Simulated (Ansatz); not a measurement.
Crystal: CdS.

```
CELL_PARAMETERS angstrom
4.26117 0.00000 0.00000
-2.13058 3.69028 0.00000
0.00000 0.00000 5.80417
ATOMIC_POSITIONS crystal
Cd 0.00000 0.00000 0.44269
S 0.66667 0.33333 0.43431
```

Measurements of this composition are mostly on another form, of space group No. 186.

```yaml
Program: Ansatz 0.2.0
Task: relaxation of cell and atoms
Functional: PBE
Dispersion: D3(BJ)
Potentials_or_basis: Ansatz PAW
Cutoff: "420 eV (not typed: the program's choice for these potentials)"
k_mesh: 7 × 7 × 5
Occupations: fermi-dirac, width 0.05 eV
Spin: no spin polarisation
```

At the start: volume 45.64 Å³/atom.

Problem. How do energy, volume and symmetry change on relaxing?

Solution. It ends after 15 steps and the volume is 28.16 Å³/atom (-38.3 %); space group P3m1 (No. 156, to 0.05 Å).

The path:
```
step  energy change (eV)  largest force (eV/Å)  volume (Å³)
   1              0.0000                0.0053        91.27
   2             -0.0073                0.0001        89.06
   3             -0.0124                0.0040        86.39
   4             -0.0248                0.0087        81.45
   5             -0.0401                0.0127        76.90
   6             -0.0577                0.0170        72.51
   7             -0.0778                0.0183        68.75
   8             -0.0898                0.0259        64.56
   9             -0.0906                0.0368        62.21
  10             -0.0990                0.0653        63.22
  11             -0.1158                0.0473        60.82
  12             -0.1199                0.0968        57.39
  13             -0.1239                0.0034        56.21
  14             -0.1239                0.0000        56.32
  15             -0.1216                0.0003        56.32
```

Final structure:
```
Cd S
1.0
     4.10685    0.00000    0.00000
    -2.05342    3.55664    0.00000
     0.00000    0.00000    3.85569
Cd S
1 1
Direct
  0.00000 0.00000 0.52660
  0.66667 0.33333 0.35040
```

Caveat: the volume moved by over 15 % at a fixed basis, so the end points are rough; the plane-wave basis is chosen anew once the cell has moved, so the energies of steps on either side of that aren't comparable.
